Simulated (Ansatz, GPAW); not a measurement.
Given: the input of a run of GPAW 26.7.0 (ASE script) on Te2Mo. 

The input run.py:

```python
from ase import Atoms
from ase.dft.bandgap import bandgap
from ase.io import write
from ase.units import GPa
from gpaw import GPAW, PW

atoms = Atoms(['Te', 'Te', 'Te', 'Te', 'Mo', 'Mo'],
              cell=[[3.5182, 0.0, 0.0],
                    [-1.7591, 3.0468505756, 0.0],
                    [0.0, 0.0, 13.9736]],
              scaled_positions=[[0.6666666667, 0.3333333333, 0.379],
                                [0.3333333333, 0.6666666667, 0.879],
                                [0.6666666667, 0.3333333333, 0.121],
                                [0.3333333333, 0.6666666667, 0.621],
                                [0.6666666667, 0.3333333333, 0.75],
                                [0.3333333333, 0.6666666667, 0.25]],
              pbc=True)

calc = GPAW(mode=PW(600),
            xc='PBE',
            kpts={'size': (9, 9, 2), 'gamma': True},
            occupations={'name': 'fermi-dirac', 'width': 0.05},
            nbands=46,
            convergence={'density': 1e-05, 'energy': 1e-05},
            maxiter=150,
            txt='gpaw.txt')
atoms.calc = calc
energy = atoms.get_potential_energy()
forces = atoms.get_forces()
stress = atoms.get_stress()
calc.write('gs.gpw')
write('result.traj', atoms)
print(f'Energy: {energy:.6f} eV')
print('Forces (eV/A):')
print(forces.round(4))
print('Stress (GPa):', (stress / GPa).round(3))
print('Fermi level:', round(calc.get_fermi_level(), 4), 'eV')
print(f'Gap: {bandgap(calc)[0]:.4f} eV, direct: {bandgap(calc, direct=True)[0]:.4f} eV')
```

Potentials or basis: GPAW PAW data sets (gpaw-data 1.2.1), pw.

Run with:

```console
$ OMP_NUM_THREADS=1 python run.py
```

Problem. Set up the same calculation for Ansatz 0.2.0. Potentials or basis there: Ansatz PAW, cutoff 420 eV.

Solution. As run (cutoffs and basis follow the program's own potentials, and thresholds, step limits or extra output files can differ):

The input input.yaml:

```yaml
crystal:
  lattice:
    - [3.5182, 0.0, 0.0]
    - [-1.7591, 3.0468505756, 0.0]
    - [0.0, 0.0, 13.9736]
  atoms:
    - { symbol: Te, position: [0.6666666667, 0.3333333333, 0.379] }
    - { symbol: Te, position: [0.3333333333, 0.6666666667, 0.879] }
    - { symbol: Te, position: [0.6666666667, 0.3333333333, 0.121] }
    - { symbol: Te, position: [0.3333333333, 0.6666666667, 0.621] }
    - { symbol: Mo, position: [0.6666666667, 0.3333333333, 0.75] }
    - { symbol: Mo, position: [0.3333333333, 0.6666666667, 0.25] }
hamiltonian:
  xc: pbe
  pseudopotentials: { kind: paw }
kpoints:
  mp_grid: { grid: [9, 9, 2] }
scf:
  occupations: { method: fermi_dirac, width: 0.05 }
output:
  forces: true
  stress: true
  eigenvalues: true
```

Potentials or basis: Ansatz PAW.

Command:

```sh
$ ansatz run input.yaml --threads 2 --pin off --max-ram 5120MiB --backend cpu --events-out ev --progress --plain --runs-dir out
```

Both were run:

|  | GPAW | Ansatz |
| --- | --- | --- |
| Pressure | 2.3 GPa | 2.9 GPa |

Ansatz's pressure holds a Pulay term of +0.03 GPa for its cutoff of 420 eV, which the other run lacks.

The potentials hold 52 and 92 valence electrons a cell.

Where Ansatz's input types no cutoff or centring, it takes its own default and a Γ-centred mesh.

Pressure is positive in compression.
